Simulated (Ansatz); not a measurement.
# Ti2Co: how settings move the results

This session on Ti2Co sets out to test the plane-wave cutoff.

Computed with Ansatz 0.2.0 (DFT PBEsol, scalar-relativistic, plane waves, PAW, unless a step's input says otherwise).

4 further runs of the same task are left out: 3 for a known fault of the program, 1 set aside as unsound or not needed.

## Step 1: The starting structure

The structure is cubic, space group Fd-3m (No. 227). The conventional cell has a = 6.730 Å, b = 6.730 Å, c = 6.730 Å, α = 90.00°, β = 90.00°, γ = 90.00°. Ti (site symmetry -3m) has 6 Ti at 2.38 Å as nearest neighbours. Co (site symmetry -43m) is surrounded by 12 Ti at 2.79 Å and 4 Co at 2.91 Å.

As a file:

```cif
data_structure
_symmetry_space_group_name_H-M 'Fd-3m:1'
_symmetry_Int_Tables_number 227
_cell_length_a 6.7300
_cell_length_b 6.7300
_cell_length_c 6.7300
_cell_angle_alpha 90.000
_cell_angle_beta 90.000
_cell_angle_gamma 90.000
_cell_volume 304.82
loop_
_atom_site_label
_atom_site_type_symbol
_atom_site_symmetry_multiplicity
_atom_site_Wyckoff_symbol
_atom_site_fract_x
_atom_site_fract_y
_atom_site_fract_z
_atom_site_occupancy
Ti1 Ti 16 d 0.12500 0.62500 0.12500 1
Co1 Co 8 a 0.50000 0.00000 0.50000 1
```

Source of the structure: the Crystallography Open Database. It is taken as it stands there.

## Step 2: The base input

input.yaml reads:

```yaml
crystal:
  lattice:
    - [0.0, 3.365, 3.365]
    - [3.365, 0.0, 3.365]
    - [3.365, 3.365, 0.0]
  atoms:
    - { symbol: Ti, position: [0.125, 0.125, 0.125] }
    - { symbol: Ti, position: [0.625, 0.125, 0.125] }
    - { symbol: Ti, position: [0.125, 0.125, 0.625] }
    - { symbol: Ti, position: [0.125, 0.625, 0.125] }
    - { symbol: Co, position: [0.5, 0.5, 0.5], spin: 0.65 }
    - { symbol: Co, position: [0.75, 0.75, 0.75], spin: 0.65 }
basis:
  ecutwfc: 420
kpoints:
  mp_grid: { grid: [10, 10, 10] }
hamiltonian:
  xc: pbesol
scf:
  occupations: { method: gaussian, width: 0.1 }
output:
  forces: true
  stress: true
  eigenvalues: true
  populations: true
  write_density: true
  write_potential: true
  elf: true
  volumetric_format: npy
magnetization:
  spin_polarized: true
```

Its results, from an earlier run: -3346.4308 eV/atom at zero smearing, pressure 15.99 GPa, largest force 0.000 eV/Å, no gap on the mesh, site moments Co +0.54 (×2) μB, in 15 SCF cycles and 46 s.

## Step 3: Plane-wave cutoff set to 150 eV

input.yaml reads:

```yaml
crystal:
  lattice:
    - [0.0, 3.365, 3.365]
    - [3.365, 0.0, 3.365]
    - [3.365, 3.365, 0.0]
  atoms:
    - { symbol: Ti, position: [0.125, 0.125, 0.125] }
    - { symbol: Ti, position: [0.625, 0.125, 0.125] }
    - { symbol: Ti, position: [0.125, 0.125, 0.625] }
    - { symbol: Ti, position: [0.125, 0.625, 0.125] }
    - { symbol: Co, position: [0.5, 0.5, 0.5], spin: 0.59 }
    - { symbol: Co, position: [0.75, 0.75, 0.75], spin: 0.59 }
basis:
  ecutwfc: 150
kpoints:
  mp_grid: { grid: [10, 10, 10] }
hamiltonian:
  xc: pbesol
scf:
  occupations: { method: gaussian, width: 0.1 }
output:
  forces: true
  stress: true
  eigenvalues: true
  populations: true
magnetization:
  spin_polarized: true
```

Run with:

```console
$ ansatz run input.yaml --threads 1 --pin off --max-ram 2560MiB --backend cpu --events-out ev --progress --plain --runs-dir out
```

## Step 4: Plane-wave cutoff: 200 eV

input.yaml: that of step 3 with these lines changed.

```diff
@@ -13,3 +13,3 @@
 basis:
-  ecutwfc: 150
+  ecutwfc: 200
 kpoints:
```

## Step 5: Plane-wave cutoff: 250 eV

input.yaml: that of step 4 with these lines changed.

```diff
@@ -13,3 +13,3 @@
 basis:
-  ecutwfc: 200
+  ecutwfc: 250
 kpoints:
```

## Step 6: Plane-wave cutoff set to 300 eV

input.yaml: that of step 5 with these lines changed.

```diff
@@ -13,3 +13,3 @@
 basis:
-  ecutwfc: 250
+  ecutwfc: 300
 kpoints:
```

## Step 7: Plane-wave cutoff set to 350 eV

input.yaml: that of step 6 with these lines changed.

```diff
@@ -13,3 +13,3 @@
 basis:
-  ecutwfc: 300
+  ecutwfc: 350
 kpoints:
```

## Step 8: Plane-wave cutoff: 380 eV

input.yaml: that of step 7 with these lines changed.

```diff
@@ -13,3 +13,3 @@
 basis:
-  ecutwfc: 350
+  ecutwfc: 380
 kpoints:
```

## Step 9: Plane-wave cutoff set to 460 eV

input.yaml: that of step 8 with these lines changed.

```diff
@@ -13,3 +13,3 @@
 basis:
-  ecutwfc: 380
+  ecutwfc: 460
 kpoints:
```

## Step 10: Plane-wave cutoff set to 520 eV

input.yaml: that of step 9 with these lines changed.

```diff
@@ -13,3 +13,3 @@
 basis:
-  ecutwfc: 460
+  ecutwfc: 520
 kpoints:
@@ -25,2 +25,6 @@
   populations: true
+  write_density: true
+  write_potential: true
+  elf: true
+  volumetric_format: npy
 magnetization:
```

## Step 11: Plane-wave cutoff set to 600 eV

input.yaml: that of step 10 with these lines changed.

```diff
@@ -13,3 +13,3 @@
 basis:
-  ecutwfc: 520
+  ecutwfc: 600
 kpoints:
@@ -25,6 +25,2 @@
   populations: true
-  write_density: true
-  write_potential: true
-  elf: true
-  volumetric_format: npy
 magnetization:
```

## Step 12: Plane-wave cutoff: 700 eV

input.yaml: that of step 11 with these lines changed.

```diff
@@ -13,3 +13,3 @@
 basis:
-  ecutwfc: 600
+  ecutwfc: 700
 kpoints:
```

## Step 13: Plane-wave cutoff set to 850 eV

input.yaml: that of step 12 with these lines changed.

```diff
@@ -13,3 +13,3 @@
 basis:
-  ecutwfc: 700
+  ecutwfc: 850
 kpoints:
```

(Steps that only read results are left out.)

Q: Predict the outcome of the series: the values and the trend.

**Answer**, as computed:

```
                                                  quantity                        value
plane-wave cutoff: within 10 and 1 meV/atom of 850 eV from  380 eV for 10; 520 eV for 1
```

What this shows: In the sweep of the plane-wave cutoff, 520 eV already comes within 1 meV/atom of the reference, and so do all later runs, at about 0.69 of the reference's time. The reference is only the best run made, not a proven limit. Total energies converge more slowly with the cutoff than differences between like structures do. The pressure is off by up to 44.0 GPa. The cell's moment varies from 0.00 to 1.14 μB over the series. The listed cell is far from this method's equilibrium (16.0 GPa, forces up to 0.00 eV/Å), so its values are not those of the relaxed crystal. The settings are coarse, so take the values as rough.
